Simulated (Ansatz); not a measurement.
Runs of Ansatz 0.2.0 on MoS2. It takes space group P6_3/mmc (No. 194, hexagonal). The conventional cell has a = 3.169 Å, b = 3.169 Å, c = 12.324 Å, α = 90.00°, β = 90.00°, γ = 120.00°. Mo (site symmetry -6m2) has 6 S at 2.41 Å as nearest neighbours. S (site symmetry 3m) has 3 Mo at 2.41 Å as nearest neighbours. 

| task | level | potentials or basis | cutoff (eV) | points for each segment of the path | gap on the mesh (eV) | pressure (GPa) | largest force (eV/Å) |
| --- | --- | --- | --- | --- | --- | --- | --- |
| single point | PBE | Ansatz PAW earlier set | 640 | - | 0.93 | 2.0 | 0.06 |
| single point | PBE | Ansatz PAW earlier set | 510 | - | 0.93 | 2.0 | 0.06 |
| single point | PBE | PseudoDojo stringent (PBE files) | 1088 | - | 0.93 | 2.1 | 0.06 |
| single point | PBE | JTH PAW | 1800 | - | 0.93 | 2.1 | 0.06 |
| single point | PBE | SPMS NC | 626 | - | 0.93 | 2.1 | 0.06 |
| single point | PBE | Ansatz PAW | 420 | - | 0.93 | 2.0 | 0.07 |
| single point | PBE | PseudoDojo standard (PBE files) | 1088 | - | 0.93 | 2.1 | 0.06 |
| band structure | PBEsol | Ansatz PAW | 420 | 14 | 0.88 | -3.0 | (a) |

Alike in all rows: no spin polarisation; cell as given; k mesh 10 × 10 × 3; smearing fermi-dirac 0.05 eV.

Question: Fill in the values left out.

Answer: (a) 0.31.

Caveats: this functional lacks dispersion, which binds the layers, so the pressure and a relaxed spacing across them are unreliable; odd divisions of the mesh miss points on the zone boundary, where band edges often lie, so the gap on the mesh can be too wide (some runs); the PAW data sets come from PBE, with cores solved anew for the run's functional, which leaves a small shift of forces and pressure (some runs).

A k mesh can miss the band edges, and the runs leave out spin-orbit coupling on Mo.
